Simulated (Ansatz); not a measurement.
## Field gradients at the nuclei in SrTiO₃ at a changed volume

The cell is a structure deposited in the COD, relaxed with PBE at fixed cell and then changed (volume scaled by 0.94, ions relaxed).

```cif
data_structure
_symmetry_space_group_name_H-M 'P 1'
_symmetry_Int_Tables_number 1
_cell_length_a 3.8253
_cell_length_b 3.8253
_cell_length_c 3.8253
_cell_angle_alpha 90.000
_cell_angle_beta 90.000
_cell_angle_gamma 90.000
_cell_volume 55.97
loop_
_atom_site_label
_atom_site_type_symbol
_atom_site_fract_x
_atom_site_fract_y
_atom_site_fract_z
_atom_site_occupancy
Sr1 Sr 0.00000 0.00000 0.00000 1
Ti2 Ti 0.50000 0.50000 0.50000 1
O3 O 0.00000 0.50000 0.50000 1
O4 O 0.50000 0.00000 0.50000 1
O5 O 0.50000 0.50000 0.00000 1
```

Atom numbers follow the list; atoms alike are taken as one site, whose name carries the number of the first.

Method: Kohn–Sham DFT in Ansatz, PBE, plane waves and PAW, scalar-relativistic, 420 eV cutoff, Γ-centred 8×8×8 k-points, Fermi–Dirac smearing 0.02 eV.

V_zz is the principal component of the electric field gradient with the largest magnitude, η = (V_xx − V_yy)/V_zz and C_Q = eQV_zz/h.

⁸⁷Sr: I = 9/2, Q = 305.0 mb; 47Ti: I = 5/2, Q = 302.0 mb; 17O: I = 5/2, Q = -25.58 mb. Q values from Pyykkö, Mol. Phys. 116, 1328 (2018).

(1) Give the quadrupolar parameters of the distinct sites.

## Answers

(1) 

```tsv
site	atoms (order as listed)	first shell	V_zz (10²¹ V/m²)	η	C_Q (MHz)
Sr	1	12 O at 2.70 Å	0.00	–	0
Ti	2	6 O at 1.91 Å	0.00	–	0
O	3, 4, 5	2 Ti at 1.91 Å, angle 180°; also 4 Sr at 2.70 Å	0.66	0.00	-0.411
```

An axis of threefold or higher order runs through O, so V_zz lies along it and η is zero. Sr and Ti sit on a cubic site, where every gradient vanishes.

This high-symmetry form of SrTiO3 is unstable when cold, to tilts of the octahedra. The symmetry of the cell holds that distortion back, wholly or in part, and it would change the field gradients, the more the larger the distortion. At this changed cell the PBE pressure is 18 GPa.

The relaxation (1 step) took 3.1 s of wall time (3.1 s of CPU time) and 0.48 GiB at its peak, on 1 thread of Intel Xeon 6975P-C (Granite Rapids) (x86_64; 16 cores open to the job, memory cap 3.0 GiB, no GPU), a shared host with a load of 0.1 a core.
